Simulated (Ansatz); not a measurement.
## SnTe under changes of volume

One of the cells (31.281 Å³/atom); the others are scaled copies at fixed shape and fractional positions:

```
Te Sn
1.0
     0.00000    3.15085    3.15085
     3.15085    0.00000    3.15085
     3.15085    3.15085    0.00000
Te Sn
1 1
Direct
  0.50000 0.50000 0.50000
  0.00000 0.00000 0.00000
```

| Property | Result |
| --- | --- |
| Program | Ansatz 0.2.0 |
| Functional | PBEsol |
| Potentials or basis | all-electron LAPW, scalar-relativistic |
| Cutoff | 201 eV (chosen from the basis error) |
| Basis error allowed | 0.0005 eV/atom |
| k mesh | 7 × 7 × 7 |
| Occupations | fermi-dirac, width 0.05 eV |
| Spin | no spin polarisation |

| volume (Å³/atom) | energy over the lowest point (meV/atom) | pressure (GPa) |
| --- | --- | --- |
| 29.404 | ? | ? |
| 30.030 | 4.70 | 1.7 |
| 30.656 | 0.38 | 0.6 |
| 31.281 | 0.00 | -0.4 |
| 31.907 | 3.15 | -1.2 |
| 32.532 | 9.47 | -2.0 |
| 33.158 | 18.61 | -2.7 |

Problem. What does the run at 29.404 Å³/atom give?

Solution. Energy over the lowest point 13.44 meV/atom; pressure 2.8 GPa.

Worked out: A Birch-Murnaghan fit of order 3 (a polynomial in V^(-2/3)) to the other rows has its minimum at 31.03 Å³/atom with B0 = V·E''(V) = 47 GPa and B' = 4.5. It gives 13.44 meV/atom at 29.404 Å³/atom, against the run's 13.44, and -dE/dV = 2.8 GPa, against 2.8.

Energies are extrapolated to zero smearing.
